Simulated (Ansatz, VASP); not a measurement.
Si in VASP and in Ansatz

INCAR

```
SYSTEM = Si
ALGO     = Normal         ! electronic algorithm
EDIFF    = 1E-6           ! SCF threshold, eV
EDIFFG   = -0.005         ! ionic threshold
ENCUT    = 600            ! plane-wave cutoff, eV
GGA      = CA             ! functional
IBRION   = 2              ! ionic algorithm
ISIF     = 3              ! what is computed and relaxed
ISMEAR   = 0              ! smearing method
LASPH    = .True.         ! aspherical terms in the spheres
LCHARG   = .False.        ! write CHGCAR
LREAL    = .False.        ! projectors in reciprocal space
LWAVE    = .False.        ! write WAVECAR
NELM     = 80             ! most SCF steps
NSW      = 100            ! ionic steps
PREC     = Accurate       ! precision mode
SIGMA    = 0.02           ! smearing width, eV
```

Contents of KPOINTS:

```
k-points
0
Gamma
  8 8 8
  0 0 0
```

POSCAR

```
Si
1.0
    0.0000000000      2.7218511900      2.7218511900
    2.7218511900      0.0000000000      2.7218511900
    2.7218511900      2.7218511900      0.0000000000
Si
2
Direct
    0.7500000000      0.7500000000      0.7500000000
    0.5000000000      0.5000000000      0.5000000000
```

Input for Ansatz:

```yaml
crystal:
  lattice:
    - [0.0, 2.72185119, 2.72185119]
    - [2.72185119, 0.0, 2.72185119]
    - [2.72185119, 2.72185119, 0.0]
  atoms:
    - { symbol: Si, position: [0.75, 0.75, 0.75] }
    - { symbol: Si, position: [0.5, 0.5, 0.5] }
basis:
  ecutwfc: 420
kpoints:
  mp_grid: { grid: [8, 8, 8] }
hamiltonian:
  xc: lda
scf:
  occupations: { method: gaussian, width: 0.02 }
output:
  forces: true
  stress: true
  eigenvalues: true
  write_density: true
  write_potential: true
  elf: true
  volumetric_format: npy
relax:
  adjacent_minimum: "off"
  f_tol: 0.005
  max_steps: 80
  cell: { stress_tol: 0.05 }
```

Alike in both runs: task relaxation of cell and atoms; functional LDA; k mesh 8 × 8 × 8; occupations gaussian, width 0.02 eV; no spin polarisation.

```csv
,VASP,Ansatz
version,VASP 6.6.1,Ansatz 0.2.0
potentials or method,"VASP PAW LDA potentials, release 64 (Si)","scalar-relativistic, plane waves, PAW"
plane-wave cutoff (eV),600,420
valence electrons in the cell,8,8
```

Ansatz gave:

```
gap on the k mesh at the Fermi level, each at its own relaxed structure (eV) : 0.49
relaxed volume (Å³/atom)                                                     : 19.70
relaxed cell length with the largest relative difference (Å)                 : 3.820
energy change over the relaxation (meV/atom)                                 : -3
```

Question: Estimate VASP's values.

Answer: gap on the k mesh at the Fermi level, each at its own relaxed structure (eV): 0.49; relaxed volume (Å³/atom): 19.72; relaxed cell length with the largest relative difference (Å): 3.821; energy change over the relaxation (meV/atom): -3.
